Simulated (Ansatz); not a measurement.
**AlAs: how the settings move a single-point run**

Question: which choices in the input matter for AlAs?

Program: Ansatz 0.2.0. Level of theory: reference: DFT, PBEsol, PAW with Ansatz's default frozen-core files, fully relativistic files with spin-orbit coupling; levels and slopes on a fine mesh. These are calculated values, not measurements.

## (1) Starting point

It takes space group F-43m (No. 216, cubic). The conventional cell has a = 5.675 Å, b = 5.675 Å, c = 5.675 Å, α = 90.00°, β = 90.00°, γ = 90.00°. Al (site symmetry -43m) has 4 As at 2.46 Å as nearest neighbours. As (site symmetry -43m) has 4 Al at 2.46 Å as nearest neighbours.

Coordinates:

```cif
data_structure
_symmetry_space_group_name_H-M 'P 1'
_symmetry_Int_Tables_number 1
_cell_length_a 4.0126
_cell_length_b 4.0126
_cell_length_c 4.0126
_cell_angle_alpha 60.000
_cell_angle_beta 60.000
_cell_angle_gamma 60.000
_cell_volume 45.68
loop_
_atom_site_label
_atom_site_type_symbol
_atom_site_fract_x
_atom_site_fract_y
_atom_site_fract_z
_atom_site_occupancy
Al1 Al 0.00000 0.00000 0.00000 1
As1 As 0.75000 0.75000 0.75000 1
```

## (2) Baseline

input.yaml reads:

```yaml
crystal:
  lattice:
    - [0.0, 2.83732598783, 2.83732598783]
    - [2.83732598783, 0.0, 2.83732598783]
    - [2.83732598783, 2.83732598783, 0.0]
  atoms:
    - { symbol: Al, position: [0.0, 0.0, 0.0] }
    - { symbol: As, position: [0.75, 0.75, 0.75] }
kpoints:
  mp_grid: { grid: [8, 8, 8] }
scf:
  occupations: { method: fixed }
hamiltonian:
  xc: pbesol
  pseudopotentials: { kind: paw_fr }
magnetization:
  noncollinear: true
  spin_orbit: true
output:
  forces: true
  stress: true
  eigenvalues: true
  eigenstates:
    nscf_kmesh: { grid: [10, 10, 10] }
    de_dk: true
    e_range: [-9, 11.34395553269]
checkpoint:
  write: ck
  write_wavefunctions: false
```

Run with:

```console
ansatz run input.yaml --threads 1 --pin off --max-ram 3072MiB --backend cpu --events-out ev --progress --plain --runs-dir out
```

From the output:

```text
[...]
Basis set: ecut = 420 eV, 893 PW (Γ), exchange–correlation on 54×54×54 points (8 copies of the dense FFT grid, shifted against one another)
[...]
Magnetic group: BNS 216.75 (UNI 1577), of the structure as read, at distance tolerance 3.6e-5 Å
k-points: 29 of 512 (time reversal used)
[...]
SCF iter   1: F=—  HF=-5338.737274 eV  |F-HF|=—  |Δ(HF+E_count)|=         —  Δρ=3.60e-2  dr2=6.63e-1  dr2_m=0.00e0 (ungated)  ethr=3.10e-3  |M|=0.00e0 ∫|m|=0.00e0 μB  |m|>n=0.0e0 m-floor=0.0e0 τ_xc=0.0e0  β_m=0.30  ⟨swp⟩=4.6  Hψ=3546  notcnv=0  defer=102
preconditioner: auto → none  [insulator: Δε(μ)=1.675 eV  Ē_g=10.060 eV  n_scr=14 (ndim 8)  ℏωp=15.5 eV  f_vac=0.000  ε∞_Penn≈3.4]
SCF iter   2: F=—  HF=-5338.616874 eV  |F-HF|=—  |Δ(HF+E_count)|=   1.20e-1  Δρ=2.34e-2  dr2=2.27e-1  dr2_m=0.00e0 (ungated)  ethr=3.10e-3  |M|=0.00e0 ∫|m|=0.00e0 μB  |m|>n=0.0e0 m-floor=0.0e0 τ_xc=0.0e0  β_m=0.50  ⟨swp⟩=2.0  Hψ=1114  notcnv=0  defer=104
[...]
SCF iter   7: F=—  HF=-5338.564272 eV  |F-HF|=—  |Δ(HF+E_count)|=   2.12e-7  Δρ=1.34e-6  dr2=5.84e-10  dr2_m=0.00e0 (ungated)  ethr=5.69e-10  |M|=0.00e0 ∫|m|=0.00e0 μB  |m|>n=0.0e0 m-floor=0.0e0 τ_xc=0.0e0  β_m=0.86  ⟨swp⟩=2.8  Hψ=1271  notcnv=0  defer=90
SCF iter   8: F=-5338.564272 eV  HF=-5338.564272 eV  |F-HF|=7.28e-12  |Δ(HF+E_count)|=  9.64e-11  Δρ=1.14e-7  dr2=4.27e-12  dr2_m=0.00e0 (ungated)  ethr=1.00e-12  |M|=0.00e0 ∫|m|=0.00e0 μB  |m|>n=0.0e0 m-floor=0.0e0 τ_xc=0.0e0  ⟨swp⟩=10.1  Hψ=4876  notcnv=0
[...]
SCF converged after 8 iterations
Magnetization: |M| = 0.0000 μB,  M = (+0.0000, +0.0000, +0.0000) μB
[...]
Free energy (F): -5338.564272 eV
[...]
E sigma→0 (E₀):  -5338.564272 eV
Fermi energy:    6.291476 eV
[...]
  P = ⅓ Tr σ = -0.0020 GPa (-0.020 kbar)
[...]
```

Wall time 5.1 s (1 thread of AMD EPYC 9R45 (Zen 5), shared host); peak memory 0.47 GiB.

## (3) Changing settings: ecutrho_ratio 6, xc_grid 3

input.yaml, as its differences from that of step 2:

```diff
@@ -29 +29,4 @@
   write_wavefunctions: false
+basis:
+  ecutrho_ratio: 6
+  xc_grid: 3
```

Run with:

```console
ansatz run input.yaml --threads 1 --pin off --max-ram 3072MiB --backend cpu --events-out ev --progress --plain --runs-dir out
```

The program printed (excerpt; [...] marks lines left out):

```text
[...]
Pseudopotentials: kind: paw_fr
Pseudopotential: Al, paw_fr, valence charge 3, recommended cutoff 420 eV (normal), Al.paw.azcp#standard-fr
Pseudopotential: As, paw_fr, valence charge 15, recommended cutoff 420 eV (normal), As.paw.azcp#standard-fr
Functional definition: PBEsol
[...]
non-collinear run that drives no moment, with spin-orbit: no starting moment large enough to seed its density (crystal.atoms[].spin), no starting occupations that ask for one, no magnetisation constraint and no magnetic field, so the semilocal B_xc is pinned to zero
Crystal: 2 atoms, lattice volume = 45.683 Å³
Basis set: ecut = 420 eV, 893 PW (Γ), exchange–correlation on 108×108×108 points (27 copies of the dense FFT grid, shifted against one another)
Bands: 26, of which v1, the nominal top of the filled ones, is band 18 counted from 1 (17 counted from 0)
Symmetry: 24 space group operations + 24 with time reversal
Magnetic group: BNS 216.75 (UNI 1577), of the structure as read, at distance tolerance 3.6e-5 Å
k-points: 29 of 512 (time reversal used)
Projection manifold: j_resolved (fully-relativistic pseudo-atomic orbitals)
[...]
SCF iter   1: F=—  HF=-5338.737280 eV  |F-HF|=—  |Δ(HF+E_count)|=         —  Δρ=3.60e-2  dr2=6.63e-1  dr2_m=0.00e0 (ungated)  ethr=3.10e-3  |M|=0.00e0 ∫|m|=0.00e0 μB  |m|>n=0.0e0 m-floor=0.0e0 τ_xc=0.0e0  β_m=0.30  ⟨swp⟩=4.6  Hψ=3546  notcnv=0  defer=102
[...]
SCF iter   8: F=-5338.564272 eV  HF=-5338.564272 eV  |F-HF|=4.55e-12  |Δ(HF+E_count)|=  9.64e-11  Δρ=1.13e-7  dr2=4.21e-12  dr2_m=0.00e0 (ungated)  ethr=1.00e-12  |M|=0.00e0 ∫|m|=0.00e0 μB  |m|>n=0.0e0 m-floor=0.0e0 τ_xc=0.0e0  ⟨swp⟩=10.2  Hψ=4855  notcnv=0
[...]
NSCF: frozen V_eff on 47 k-points
SCF converged after 8 iterations
Magnetization: |M| = 0.0000 μB,  M = (+0.0000, +0.0000, +0.0000) μB
Absolute magnetization: 0.0000 μB (∫|m|)
  site 0: m = (+0.0000, +0.0000, +0.0000) μB, |m| = 0.0000 μB  (R = 1.01 Å)
  site 1: m = (+0.0000, +0.0000, +0.0000) μB, |m| = 0.0000 μB  (R = 1.01 Å)
Free energy (F): -5338.564272 eV
[...]
E sigma→0 (E₀):  -5338.564272 eV
Fermi energy:    6.291476 eV
[...]
--- Forces (eV/Å), atoms counted from 1 ---
  atom   1  Al    -0.00000000     0.00000000     0.00000000
  atom   2  As     0.00000000     0.00000000     0.00000000
[...]
--- Stress (GPa, compression-positive) ---
       -0.002032      -0.000000      -0.000000
        0.000000      -0.002032       0.000000
       -0.000000       0.000000      -0.002032
  P = ⅓ Tr σ = -0.0020 GPa (-0.020 kbar)
--- Band table (eV; the first three rows and the last of 29) ---
  k-point 0: bands = ["-28.6355", "-28.6355", "-28.6355", "-28.6355", "-27.9125", "-27.9125", "-27.9059", "-27.9059", "-27.9059", "-27.9059", "-5.6518", "-5.6518", "5.9899", "5.9899", "6.2915", "6.2915", "6.2915", "6.2915", "8.0997", "8.0997", "10.4327", "10.4327", "10.4654", "10.4654", [...]
--- Fermi surface from the table of eigenstates not read: on its mesh, or on one of the eight of every second point, the electrons fill whole bands (an insulator's do; a metal wants a denser output.eigenstates.nscf_kmesh) ---
```

Wall time 5.3 s (1 thread of AMD EPYC 9R45 (Zen 5), shared host); peak memory 0.55 GiB.

The changed input (numerical grids) leaves the energy the same to the digits printed.

## (4) Side by side

```csv
run,ending,energy change,pressure (GPa),gap (eV),force (eV/Å),cycles,time
reference,converged,0,0.0,1.24,0.00,-,5.1 s
"1: ecutrho_ratio 6, xc_grid 3",converged,0.0 meV/atom,0.0,1.24,0.00,8,5.3 s
```

Residual by cycle in the longest SCF loop of each run; runs are numbered as in the table. The quantity is the density residual dr2, in eV.

```csv
cycle,reference,run 1
1,0.663,0.663
2,0.227,0.227
3,0.00698,0.00699
4,2.4e-4,2.4e-4
5,7.7e-6,7.7e-6
6,1.0e-7,1.0e-7
7,5.8e-10,5.8e-10
8,4.3e-12,4.2e-12
```

**Reading.** The changed input (numerical grids) leaves the energy the same to the digits printed.

The gaps are Kohn-Sham values of a semilocal functional, not quasiparticle or optical gaps. Such gaps usually fall short of the measured ones.
